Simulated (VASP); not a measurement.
Write the native input for VASP 6.6.1 that does the following.

| Quantity | Value |
| --- | --- |
| Task | single point |
| Functional | PBE |
| Potentials or basis | VASP PAW PBE potentials, release 64 (W_sv, S) |
| Cutoff | 520 eV |
| k mesh | 10 × 10 × 3 |
| Occupations | fermi-dirac, width 0.05 eV |
| Spin | no spin polarisation |
| Further INCAR settings | ALGO = Normal; EDIFF = 1e-07; NBANDS = 35 |

The structure of WS2 (Tungstenite) lies in POSCAR:

```
WS2
1.0
    3.1800000000      0.0000000000      0.0000000000
   -1.5900000000      2.7539607840      0.0000000000
    0.0000000000      0.0000000000     12.5000000000
W S
2 4
Direct
    0.6666666667      0.3333333333      0.7500000000
    0.3333333333      0.6666666667      0.2500000000
    0.6666666667      0.3333333333      0.3750000000
    0.3333333333      0.6666666667      0.8750000000
    0.6666666667      0.3333333333      0.1250000000
    0.3333333333      0.6666666667      0.6250000000
```

The input as run:

INCAR

```
PREC     = Accurate       # precision mode
ENCUT    = 520            # plane-wave cutoff, eV
EDIFF    = 1E-7           # SCF threshold, eV
ISMEAR   = -1             # smearing method
SIGMA    = 0.05           # smearing width, eV
LREAL    = False          # projectors in reciprocal space
LASPH    = True           # aspherical terms in the spheres
NELM     = 60             # most SCF steps
ALGO     = Normal         # electronic algorithm
ISIF     = 2              # what is computed and relaxed
LWAVE    = False          # write WAVECAR
LCHARG   = False          # write CHGCAR
GGA      = PE             # functional
NBANDS   = 35             # bands
```

KPOINTS

```
Automatic mesh
0
Gamma
  10 10 3
```

Potentials or basis: VASP PAW PBE potentials, release 64 (W_sv, S).

The run is started by

```console
$ cat potpaw_PBE.64/W_sv/POTCAR potpaw_PBE.64/S/POTCAR > POTCAR
$ mpirun -np 1 vasp_std > vasp.out
```

It gave:

```json
{
  "Pressure": "2.2 GPa",
  "Largest force": "0.132 eV/Å",
  "Band gap on the k mesh": "1.14 eV, indirect (least direct gap 2.09 eV)"
}
```

Caveat: spin-orbit coupling is left out, which moves the levels of the heavy elements; an odd mesh through Γ misses points on the zone boundary, where band edges often lie; this functional lacks dispersion, which binds the layers, so the pressure and a relaxed spacing across them are unreliable.

Run time: 3.3 min on 1 thread of AMD EPYC 7R43 64-Core Processor (Zen 3) (shared host), peak memory 0.23 GiB.
